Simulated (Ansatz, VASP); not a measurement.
**AlN in VASP and in Ansatz**

```
Al N
1.0
     0.00000    2.03452    2.03452
     2.03452    0.00000    2.03452
     2.03452    2.03452    0.00000
Al N
1 1
Direct
  0.50000 0.50000 0.50000
  0.00000 0.00000 0.00000
```

Measurements of this composition are mostly on another form, of space group No. 186.

Alike in both runs: task single point; functional PBE; k mesh 10 × 10 × 10; occupations gaussian, width 0.05 eV; no spin polarisation.

```csv
,VASP,Ansatz
version,VASP 6.6.1,Ansatz 0.2.0
potentials or method,"VASP PAW PBE potentials, release 64 (Al, N)","scalar-relativistic, plane waves, PAW"
plane-wave cutoff (eV),520,420
valence electrons in the cell,8,8
```

VASP gave:

```
gap on the k mesh at the Fermi level (eV) : 4.42
least direct gap on the mesh (eV)         : 5.41
pressure (GPa)                            : 0.0
```

Question: What did Ansatz give for the same quantities?

Answer: gap on the k mesh at the Fermi level (eV): 4.45; least direct gap on the mesh (eV): 5.40; pressure (GPa): 0.3.

A k mesh can miss the band edges.
